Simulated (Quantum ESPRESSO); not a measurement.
**MoS2 in Quantum ESPRESSO: the effect of target pressure**

Crystal: MoS2.

```
CELL_PARAMETERS angstrom
3.22746 0.00000 0.00000
-1.61373 2.79507 0.00000
0.00000 0.00000 6.31247
ATOMIC_POSITIONS crystal
Mo 0.00000 0.00000 0.50000
S 0.66667 0.33333 0.74468
S 0.33333 0.66667 0.25532
```

Measurements of this composition are mostly on another form, of space group No. 194.

Alike in all runs:

- Program: Quantum ESPRESSO 7.5
- Task: relaxation of cell and atoms
- Functional: PBEsol
- Potentials or basis: GBRV 1.5 PBEsol
- Cutoff: 707 eV
- Density cutoff: 5633 eV
- k mesh: 9 × 9 × 4
- Occupations: fermi-dirac, width 0.05 eV
- Spin: no spin polarisation

Each run relaxes the cell or the atoms first.

One run gave: relaxed volume 13.85 Å³/atom. Which target pressure did it use?
A. 20 GPa
B. 2 GPa
C. 5 GPa
D. 30 GPa
E. 10 GPa

A.

```csv
target pressure,relaxed volume (Å³/atom)
0 GPa,17.33
2 GPa,16.43
5 GPa,15.68
10 GPa,14.90
20 GPa,13.85
30 GPa,13.15
```

Caveats: this functional lacks dispersion, which binds the layers, so the pressure and a relaxed spacing across them are unreliable; the volume moved by over 15 % at a fixed basis, so the end points are rough (some runs).
